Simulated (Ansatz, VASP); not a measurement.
# W in VASP and in Ansatz

INCAR

```
SYSTEM = W
ALGO = Normal ; EDIFF = 1E-7
ENCUT = 520 ; GGA = RP
ISIF = 2 ; ISMEAR = -1
IVDW = 13 ; LASPH = .TRUE.
LCHARG = .TRUE. ; LELF = .TRUE.
LREAL = .FALSE. ; LVHAR = .TRUE.
LWAVE = .FALSE. ; NBANDS = 13
NELM = 60 ; PREC = Accurate
SIGMA = 0.05
```

The input KPOINTS:

```
k-points
0
G
  12 12 12
  0 0 0
```

Contents of POSCAR:

```
W
1.0
   -1.6031677168      1.6031677168      1.6031677168
    1.6031677168     -1.6031677168      1.6031677168
    1.6031677168      1.6031677168     -1.6031677168
W
1
Direct
    0.0000000000      0.0000000000      0.0000000000
```

Contents of input.yaml:

```yaml
crystal:
  lattice:
    - [-1.6031677168, 1.6031677168, 1.6031677168]
    - [1.6031677168, -1.6031677168, 1.6031677168]
    - [1.6031677168, 1.6031677168, -1.6031677168]
  atoms:
    - { symbol: W, position: [0.0, 0.0, 0.0] }
hamiltonian:
  xc: rpbe
  pseudopotentials: { kind: paw }
  dispersion: d4
kpoints:
  mp_grid: { grid: [12, 12, 12] }
scf:
  occupations: { method: fermi_dirac, width: 0.05 }
output:
  forces: true
  stress: true
  eigenvalues: true
```

Alike in both runs: task single point; functional RPBE; dispersion D4; k mesh 12 × 12 × 12; occupations fermi-dirac, width 0.05 eV; no spin polarisation.

|  | VASP | Ansatz |
| --- | --- | --- |
| version | VASP 6.6.1 | Ansatz 0.2.0 |
| potentials or method | VASP PAW PBE potentials, release 64 (W_sv) | Ansatz PAW |
| plane-wave cutoff (eV) | 520 | 420 |
| valence electrons in the cell | 14 | 14 |

Ansatz gave:

```
gap on the k mesh at the Fermi level (eV) : none
pressure (GPa)                            : -13.5
dispersion energy (meV/atom)              : -1171.2
```

Problem. Estimate VASP's values.

Solution. gap on the k mesh at the Fermi level (eV): none; pressure (GPa): -13.1; dispersion energy (meV/atom): -1171.2.

A gap of «none» marks a metal or a gap that the smearing closes.

Caveats: pairwise dispersion overbinds metals, which lowers pressure and volume; the PAW data sets were made with another functional, which shifts forces and pressure a little (VASP); the PAW data sets come from PBE, with cores solved anew for the run's functional, which leaves a small shift of forces and pressure (Ansatz). Spin-orbit coupling is left out, which matters for the levels of W.
